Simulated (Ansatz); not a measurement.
Here is an Ansatz 0.2.0 calculation.

Contents of input.yaml:

```yaml
crystal:
  lattice:
    - [0.0, 2.425, 2.425]
    - [2.425, 0.0, 2.425]
    - [2.425, 2.425, 0.0]
  atoms:
    - { symbol: S, position: [0.75, 0.75, 0.75] }
    - { symbol: Be, position: [0.0, 0.0, 0.0] }
hamiltonian:
  xc: rpbe
  pseudopotentials: { kind: paw }
kpoints:
  mp_grid: { grid: [9, 9, 9] }
scf:
  occupations: { method: gaussian, width: 0.02 }
output:
  forces: true
  stress: true
  eigenvalues: true
```

Potentials or basis: Ansatz PAW.

Launch:

```sh
$ ansatz run input.yaml --threads 2 --pin off --max-ram 5632MiB --backend cpu --events-out ev --progress --plain --runs-dir out
```

Q: Predict the pressure.

A: 3.9 GPa.

Q: What does it give for the band gap on the k mesh?

A: 3.32 eV, indirect (least direct gap 5.72 eV).

Caveat: odd divisions of the mesh miss points on the zone boundary, where band edges often lie, so the gap on the mesh can be too wide; the PAW data sets come from PBE, with cores solved anew for the run's functional, which leaves a small shift of forces and pressure. A k mesh can miss the band edges.
